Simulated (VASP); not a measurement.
Write the native input for VASP 6.6.1 that does the following.

- Task: single point
- Functional: PBE
- Dispersion: D3(BJ)
- Potentials or basis: VASP PAW PBE potentials, release 64 (O, H, C)
- Cutoff: 520 eV
- k mesh: 1 × 1 × 1
- Occupations: fermi-dirac, width 0.02 eV
- Spin: no spin polarisation
- Dipole correction: no
- Further INCAR settings: LREAL = Auto; ALGO = Normal; EDIFF = 1e-07; NBANDS = 36

The structure of H10CO5 lies in POSCAR:

```
H10CO5
1.0
    5.6566530000      0.0000000000      0.0000000000
    0.0000000000      5.6566530000      0.0000000000
    0.0000000000      0.0000000000      5.6566530000
O H C
5 10 1
Direct
    0.3320161233      0.5004019161      0.2765769794
    0.0837420998      0.9414047494      0.2124224343
    0.7613689579      0.9552291788      0.7201254876
    0.3610438894      0.1516974791      0.5807321043
    0.8763309328      0.5040436456      0.9763724238
    0.1941961085      0.4391289337      0.1831294937
    0.3671252241      0.3802425215      0.4073256747
    0.1597411049      1.0057360775      0.0762465012
    0.1932414804      0.8079335961      0.2449505034
    0.8669967912      0.9403440515      0.5828535001
    0.7816636446      0.8111333681      0.8068728982
    0.4996063927      0.0497820885      0.6358000040
    0.2760289521      0.0521863370      0.4542262005
    0.5675617720      0.3877381201      0.8515459584
    0.6956940792      0.2108313874      1.1020474475
    0.7109150941      0.3638193822      0.9697960967
```

The cell was built by a generator and needn't be a form met in nature.

These files were run (other wordings do the same):

INCAR

```
ALGO = Normal
EDIFF = 1E-7
ENCUT = 520
GGA = PE
ISIF = 2
ISMEAR = -1
IVDW = 12
LASPH = T
LCHARG = F
LREAL = Auto
LWAVE = F
NBANDS = 36
NELM = 80
PREC = Accurate
SIGMA = 0.02
```

KPOINTS

```
k-points
0
Gamma
  1 1 1
```

Potentials or basis: VASP PAW PBE potentials, release 64 (O, H, C).

The run is started by

```sh
$ cat potpaw_PBE.64/O/POTCAR potpaw_PBE.64/H/POTCAR potpaw_PBE.64/C/POTCAR > POTCAR
$ mpirun -np 1 vasp_gam > vasp.out
```

Results of the run:

```yaml
Pressure: -0.9 GPa
Largest_force: 2.284 eV/Å
Band_gap_on_the_k_mesh: 4.11 eV, direct
Dispersion_energy_per_atom: -0.034 eV
```

Caveat: the standard files for N, O and F lose accuracy on very short bonds.

Run time: 18 s on 1 thread of AMD EPYC 7R43 64-Core Processor (Zen 3), with other jobs on the host, peak memory 0.2 GiB.
